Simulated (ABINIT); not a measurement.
# SnO2 (Cassiterite) (P4_2/mnm) in ABINIT: equation of state

How stiff is SnO2 (Cassiterite) in PBE, and what volume does it want? The cell is scaled to several volumes.

Program: ABINIT 10.8.3 (patched build). These are calculated values, not measurements. Logs are shortened: lines on timing, memory, paths and dates and some standing lists are left out, and cuts for length are marked. The log counts tension as positive stress, the text compression.

### 1 The crystal as given

The structure is tetragonal, space group P4_2/mnm (No. 136). The conventional cell has a = 4.738 Å, b = 4.738 Å, c = 3.187 Å, α = 90.00°, β = 90.00°, γ = 90.00°. Around Sn (site symmetry mmm) lie 6 O at 2.05 to 2.06 Å. O (site symmetry m2m) has 3 Sn at 2.05 to 2.06 Å as nearest neighbours.

### 2 Equation of state, PBE

The input, run.abi:

```
# Datasets: one volume each
ndtset 7
getwfk -1
scalecart1 3*0.9795861087
scalecart2 3*0.9864848297
scalecart3 3*0.9932883884
scalecart4 3*1.0000000000
scalecart5 3*1.0066227096
scalecart6 3*1.0131594038
scalecart7 3*1.0196128224

# Pseudopotentials
pp_dirpath "./"
pseudos "Sn.GGA_PBE-JTH.xml, O.GGA_PBE-JTH.xml"

# Structure
acell 4.738 4.738 3.1865 Angstrom
rprim
     1.0000000000     0.0000000000     0.0000000000
     0.0000000000     1.0000000000     0.0000000000
     0.0000000000     0.0000000000     1.0000000000
ntypat 2
znucl 50 8
natom 6
typat 1 1 2 2 2 2
xred
     0.5000000000     0.5000000000     0.5000000000
     0.0000000000     0.0000000000     0.0000000000
     0.8071000000     0.1929000000     0.5000000000
     0.6929000000     0.6929000000     0.0000000000
     0.1929000000     0.8071000000     0.5000000000
     0.3071000000     0.3071000000     0.0000000000

# Plane-wave basis
ecut 23.0
pawecutdg 45.0
pawxcdev 0
pawovlp 30

# k points
kptopt 1
ngkpt 6 6 8
nshiftk 1
shiftk 0.0 0.0 0.0

# Exchange and correlation
ixc 11

# Bands and occupations
nband 32
occopt 3
tsmear 0.00183747

# SCF cycle
nstep 100
tolvrs 1.0e-9

# Output
iomode 3
prtwf 1
prtden 0
prteig 0
prtebands 0
enunit 2
```

Potentials or basis: JTH PAW PBE v2.0.

On the command line:

```console
> abinit run.abi > log 2>&1
```

run.abo:

```text
.Version 10.8.3 of ABINIT
 DATASET    1 : space group P4_2/m n m (#136); Bravais tP (primitive tetrag.)
================================================================================
 Values of the parameters that define the memory need for DATASET  1.
     intxc =       0    ionmov =       0      iscf =      17    lmnmax =      18
     lnmax =       6     mgfft =      40  mpssoang =       3    mqgrid =    3001
     natom =       6  nloc_mem =       2    nspden =       1   nspinor =       1
    nsppol =       1      nsym =      16    n1xccc =       1    ntypat =       2
    occopt =       3   xclevel =       2
       mpw =        2409          nfft =       43200          nkpt =          50
 PAW method is used; the additional fine FFT grid is defined by:
   mgfftf=        54    nfftf =    104976
================================================================================
================================================================================
[... 71 lines left out ...]
 DATASET    7 : space group P4_2/m n m (#136); Bravais tP (primitive tetrag.)
================================================================================
 Values of the parameters that define the memory need for DATASET  7.
     intxc =       0    ionmov =       0      iscf =      17    lmnmax =      18
     lnmax =       6     mgfft =      40  mpssoang =       3    mqgrid =    3001
     natom =       6  nloc_mem =       2    nspden =       1   nspinor =       1
    nsppol =       1      nsym =      16    n1xccc =       1    ntypat =       2
    occopt =       3   xclevel =       2
       mpw =        2732          nfft =       48000          nkpt =          50
 PAW method is used; the additional fine FFT grid is defined by:
   mgfftf=        60    nfftf =    144000
================================================================================
================================================================================

--------------------------------------------------------------------------------
------------- Echo of variables that govern the present computation ------------
--------------------------------------------------------------------------------
 -outvars: echo values of preprocessed input variables --------
            acell      8.9535223846E+00  8.9535223846E+00  6.0216123002E+00 Bohr
              amu      1.18710000E+02  1.59994000E+01
             ecut      2.30000000E+01 Hartree
           enunit           2
           getwfk          -1
              ixc          11
           jdtset        1    2    3    4    5    6    7
         kptrlatt        6    0    0      0    6    0      0    0    8
          kptrlen1     4.71895021E+01
          kptrlen2     4.75218335E+01
          kptrlen3     4.78495806E+01
          kptrlen4     4.81728984E+01
          kptrlen5     4.84919335E+01
          kptrlen6     4.88068250E+01
          kptrlen7     4.91177049E+01
            natom           6
            nband          32
           ndtset           7
            ngfft1         40      40      27
            ngfft2         40      40      27
            ngfft3         40      40      27
            ngfft4         40      40      27
            ngfft5         40      40      30
            ngfft6         40      40      30
            ngfft7         40      40      30
          ngfftdg1         54      54      36
          ngfftdg2         54      54      36
          ngfftdg3         54      54      40
          ngfftdg4         60      60      40
          ngfftdg5         60      60      40
          ngfftdg6         60      60      40
          ngfftdg7         60      60      40
             nkpt          50
            nstep         100
             nsym          16
           ntypat           2
           occopt           3
        pawecutdg      4.50000000E+01 Hartree
          pawovlp      3.0000000000E+01
         pawxcdev           0
           prtden           0
        prtebands           0
           prteig           0
            rprim1     9.7958610870E-01  0.0000000000E+00  0.0000000000E+00
                       0.0000000000E+00  9.7958610870E-01  0.0000000000E+00
                       0.0000000000E+00  0.0000000000E+00  9.7958610870E-01
            rprim2     9.8648482970E-01  0.0000000000E+00  0.0000000000E+00
                       0.0000000000E+00  9.8648482970E-01  0.0000000000E+00
                       0.0000000000E+00  0.0000000000E+00  9.8648482970E-01
            rprim3     9.9328838840E-01  0.0000000000E+00  0.0000000000E+00
                       0.0000000000E+00  9.9328838840E-01  0.0000000000E+00
[... 25 lines left out ...]
                       0.0000000000E+00  0.0000000000E+00  0.0000000000E+00
                       3.7723572509E+00  9.0160787225E-01  1.5717169549E+00
                       3.2385904338E+00  3.2385904338E+00  0.0000000000E+00
                       9.0160787225E-01  3.7723572509E+00  1.5717169549E+00
                       1.4353746893E+00  1.4353746893E+00  0.0000000000E+00
           xangst3     2.3531001921E+00  2.3531001921E+00  1.5825567248E+00
                       0.0000000000E+00  0.0000000000E+00  0.0000000000E+00
                       3.7983743301E+00  9.0782605412E-01  1.5825567248E+00
                       3.2609262462E+00  3.2609262462E+00  0.0000000000E+00
                       9.0782605412E-01  3.7983743301E+00  1.5825567248E+00
[... 52 lines left out ...]
                       6.2449822596E+00  6.2449822596E+00  0.0000000000E+00
                       1.7385727780E+00  7.2742461852E+00  3.0307458449E+00
                       2.7678367036E+00  2.7678367036E+00  0.0000000000E+00
            xcart6     4.5356727005E+00  4.5356727005E+00  3.0504265640E+00
                       0.0000000000E+00  0.0000000000E+00  0.0000000000E+00
                       7.3214828732E+00  1.7498625279E+00  3.0504265640E+00
                       6.2855352284E+00  6.2855352284E+00  0.0000000000E+00
                       1.7498625279E+00  7.3214828732E+00  3.0504265640E+00
                       2.7858101727E+00  2.7858101727E+00  0.0000000000E+00
            xcart7     4.5645631145E+00  4.5645631145E+00  3.0698565564E+00
                       0.0000000000E+00  0.0000000000E+00  0.0000000000E+00
                       7.3681177794E+00  1.7610084496E+00  3.0698565564E+00
                       6.3255715640E+00  6.3255715640E+00  0.0000000000E+00
                       1.7610084496E+00  7.3681177794E+00  3.0698565564E+00
                       2.8035546649E+00  2.8035546649E+00  0.0000000000E+00
             xred      5.0000000000E-01  5.0000000000E-01  5.0000000000E-01
                       0.0000000000E+00  0.0000000000E+00  0.0000000000E+00
                       8.0710000000E-01  1.9290000000E-01  5.0000000000E-01
                       6.9290000000E-01  6.9290000000E-01  0.0000000000E+00
                       1.9290000000E-01  8.0710000000E-01  5.0000000000E-01
                       3.0710000000E-01  3.0710000000E-01  0.0000000000E+00
            znucl       50.00000    8.00000

================================================================================

 chkinp: Checking input parameters for consistency, jdtset=   1.

 chkinp: Checking input parameters for consistency, jdtset=   2.
[... 40 lines left out ...]
 getcut: wavevector=  0.0000  0.0000  0.0000  ngfft=  54  54  36
         ecut(hartree)=     45.000   => boxcut(ratio)=   2.02104

--- Pseudopotential description ------------------------------------------------
- pspini: atom type   1  psp file is ./Sn.GGA_PBE-JTH.xml
 Pseudopotential format is: paw10
 basis_size (lnmax)=  6 (lmn_size= 18), orbitals=   0   0   1   1   2   2
 Spheres core radius: rc_sph= 2.51086398
 Shapefunction is BESSEL type: shapef(r,l)=aa(1,l)*jl(q(1,l)*r)+aa(2,l)*jl(q(2,l)*r)
 Radius for shape functions =  1.40702157
 Compensation charge density is not taken into account in XC energy/potential

- pspini: atom type   2  psp file is ./O.GGA_PBE-JTH.xml
 Pseudopotential format is: paw10
 basis_size (lnmax)=  4 (lmn_size=  8), orbitals=   0   0   1   1
 Spheres core radius: rc_sph= 1.41465230
 Shapefunction is SIN type: shapef(r)=[sin(pi*r/rshp)/(pi*r/rshp)]**2
 Radius for shape functions =  1.20231231
 Compensation charge density is not taken into account in XC energy/potential

   3.63013204E+03                                ecore*ucvol(ha*bohr**3)
--------------------------------------------------------------------------------

================================================================================

--- !BeginCycle
iteration_state: {dtset: 1, }
solver: {iscf: 17, nstep: 100, nline: 4, wfoptalg: 10, }
tolerances: {tolvrs: 1.00E-09, }
...
[... 1562 lines left out ...]
-Cartesian components of stress tensor (GPa)         [Pressure= -1.6809E+00 GPa]
- sigma(1 1)=  1.38064208E+00  sigma(3 2)=  0.00000000E+00
- sigma(2 2)=  1.38064208E+00  sigma(3 1)=  0.00000000E+00
- sigma(3 3)=  2.28152553E+00  sigma(2 1)=  0.00000000E+00

== END DATASET(S) ==============================================================
================================================================================

 -outvars: echo values of variables after computation  --------
            acell      8.9535223846E+00  8.9535223846E+00  6.0216123002E+00 Bohr
           etotal1    -2.0405431703E+02
           etotal2    -2.0406202542E+02
           etotal3    -2.0406786762E+02
           etotal4    -2.0407206406E+02
           etotal5    -2.0407471949E+02
           etotal6    -2.0407602217E+02
           etotal7    -2.0407611384E+02
            fcart1     5.7824115866E-19 -0.0000000000E+00 -0.0000000000E+00
                       5.7824115866E-19 -0.0000000000E+00 -0.0000000000E+00
                      -7.2940161310E-03  7.2940161310E-03 -0.0000000000E+00
                       7.2940161310E-03  7.2940161310E-03 -0.0000000000E+00
                       7.2940161310E-03 -7.2940161310E-03 -0.0000000000E+00
                      -7.2940161310E-03 -7.2940161310E-03 -0.0000000000E+00
            fcart2    -0.0000000000E+00 -0.0000000000E+00 -0.0000000000E+00
                      -0.0000000000E+00 -0.0000000000E+00 -0.0000000000E+00
                      -5.9019520152E-03  5.9019520152E-03 -0.0000000000E+00
                       5.9019520152E-03  5.9019520152E-03 -0.0000000000E+00
[... 94 lines left out ...]
                       3.3047022920E+00  3.3047022920E+00  0.0000000000E+00
                       9.2001309299E-01  3.8493653051E+00  1.6038016321E+00
                       1.4646761061E+00  1.4646761061E+00  0.0000000000E+00
           xangst6     2.4001746276E+00  2.4001746276E+00  1.6142162201E+00
                       0.0000000000E+00  0.0000000000E+00  0.0000000000E+00
                       3.8743618839E+00  9.2598737133E-01  1.6142162201E+00
                       3.3261619989E+00  3.3261619989E+00  0.0000000000E+00
                       9.2598737133E-01  3.8743618839E+00  1.6142162201E+00
                       1.4741872563E+00  1.4741872563E+00  0.0000000000E+00
           xangst7     2.4154627763E+00  2.4154627763E+00  1.6244981293E+00
                       0.0000000000E+00  0.0000000000E+00  0.0000000000E+00
                       3.8990400134E+00  9.3188553908E-01  1.6244981293E+00
                       3.3473483153E+00  3.3473483153E+00  0.0000000000E+00
                       9.3188553908E-01  3.8990400134E+00  1.6244981293E+00
                       1.4835772372E+00  1.4835772372E+00  0.0000000000E+00
             xred      5.0000000000E-01  5.0000000000E-01  5.0000000000E-01
                       0.0000000000E+00  0.0000000000E+00  0.0000000000E+00
                       8.0710000000E-01  1.9290000000E-01  5.0000000000E-01
                       6.9290000000E-01  6.9290000000E-01  0.0000000000E+00
                       1.9290000000E-01  8.0710000000E-01  5.0000000000E-01
                       3.0710000000E-01  3.0710000000E-01  0.0000000000E+00
 Calculation completed.
```

It took 16 min on 1 thread of Arm Neoverse V2, shared host; peak memory 0.25 GiB.

Results:

| Quantity | Value |
| --- | --- |
| Equilibrium volume | 12.53 Å³/atom |
| Bulk modulus at fixed shape and positions | 185 GPa |
| Pressure derivative of the bulk modulus | 4.4 |

Energy against volume, from the lowest point:
```tsv
volume (Å³/atom)	energy (meV/atom)
11.207	98.85
11.445	63.89
11.684	37.40
11.922	18.37
12.161	6.32
12.399	0.42
12.637	0.00
```

Caveat: pressures at fixed basis lie under the slope of the energies; the cell was scaled at fixed shape and fractional positions, which overstates the stiffness of a crystal with free parameters, most of all of layers and chains; the atomic spheres overlap.
